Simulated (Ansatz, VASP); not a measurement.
## Two plane-wave programs on AlN

The input INCAR:

```
ALGO = Normal
EDIFF = 1E-7
ENCUT = 520
GGA = CA
ISIF = 2
ISMEAR = 0
LASPH = True
LCHARG = True
LELF = True
LREAL = False
LVHAR = True
LWAVE = False
NBANDS = 11
NELM = 80
PREC = Accurate
SIGMA = 0.01
```

Contents of KPOINTS:

```
k-points
0
Gamma
  10 10 10
```

POSCAR

```
AlN
1.0
    0.0000000000      2.1855195212      2.1855195212
    2.1855195212      0.0000000000      2.1855195212
    2.1855195212      2.1855195212      0.0000000000
Al N
1 1
Direct
    0.0000000000      0.0000000000      0.0000000000
    0.7500000000      0.7500000000      0.7500000000
```

Input for Ansatz:

```yaml
crystal:
  lattice:
    - [0.0, 2.1855195212, 2.1855195212]
    - [2.1855195212, 0.0, 2.1855195212]
    - [2.1855195212, 2.1855195212, 0.0]
  atoms:
    - { symbol: Al, position: [0.0, 0.0, 0.0] }
    - { symbol: "N", position: [0.75, 0.75, 0.75] }
basis:
  ecutwfc: 420
kpoints:
  mp_grid: { grid: [10, 10, 10] }
hamiltonian:
  xc: lda
scf:
  occupations: { method: fixed }
output:
  forces: true
  stress: true
  eigenvalues: true
```

Alike in both runs: task single point; functional LDA; k mesh 10 × 10 × 10; no spin polarisation.

|  | VASP | Ansatz |
| --- | --- | --- |
| version | VASP 6.6.1 | Ansatz 0.2.0 |
| potentials or method | VASP PAW LDA potentials, release 64 (Al, N) | scalar-relativistic, plane waves, PAW |
| plane-wave cutoff (eV) | 520 | 420 |
| occupations | gaussian, width 0.01 eV | fixed |
| valence electrons in the cell | 8 | 8 |

```tsv
	VASP	Ansatz	Ansatz less VASP
gap on the k mesh at the Fermi level (eV)	3.22	3.24	+0.021
least direct gap on the mesh (eV)	4.22	4.21	-0.006
pressure (GPa)	-3.4	-4.0	-0.56
```

A k mesh can miss the band edges. LDA gaps usually lie below the measured ones, often by a third to a half.
